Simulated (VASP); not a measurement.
A run of VASP 6.6.1 is set up as follows.

The input INCAR:

```
SYSTEM = AlN
PREC = Accurate
ENCUT = 600
EDIFF = 1E-8
ISMEAR = 0
SIGMA = 0.03
LREAL = .FALSE.
LASPH = .TRUE.
NELM = 80
ALGO = Normal
ISIF = 2
LWAVE = .FALSE.
LCHARG = .FALSE.
GGA = PS
LEPSILON = .TRUE.
KPAR = 2
```

Contents of KPOINTS:

```
Automatic mesh
0
G
  18 18 9
  0 0 0
```

The input POSCAR:

```
AlN                                     
1.0
    3.1131018719      0.0000000000      0.0000000000
   -1.5565509360      2.6960253057      0.0000000000
    0.0000000000      0.0000000000      4.9818131009
  Al              N             
     2     2
Direct
     0.3333333332999970    0.6666666667000030    0.9989855796651952
     0.6666666667000030    0.3333333332999970    0.4989855796651952
     0.3333333332999970    0.6666666667000030    0.3810144203348074
     0.6666666667000030    0.3333333332999970    0.8810144203348074
```

Potentials or basis: VASP PAW PBE potentials, release 64 (Al, N).

The run is started by

```sh
$ cat potpaw_PBE.64/Al/POTCAR potpaw_PBE.64/N/POTCAR > POTCAR
$ mpirun -np 2 vasp_std > vasp.out
```

Estimate the electronic dielectric tensor (diagonal).

4.48, 4.48, 4.72.

What does it give for the Born charges (mean of the diagonal)?

Al +2.57; N -2.57 e.

What does it give for the band gap on the k mesh?

4.12 eV, direct.

Born effective charge tensors (e):
atom 1, Al
```
2.51 0.00 0.00
0.00 2.51 0.00
0.00 0.00 2.68
```
atom 2, Al
```
2.51 0.00 0.00
0.00 2.51 0.00
0.00 0.00 2.68
```
atom 3, N
```
-2.51  0.00  0.00
 0.00 -2.51  0.00
 0.00  0.00 -2.68
```
atom 4, N
```
-2.51  0.00  0.00
 0.00 -2.51  0.00
 0.00  0.00 -2.68
```

Caveat: an odd mesh through Γ misses points on the zone boundary, where band edges often lie.

The gap isn't set beside the measured one, since this odd mesh misses points on the zone boundary.
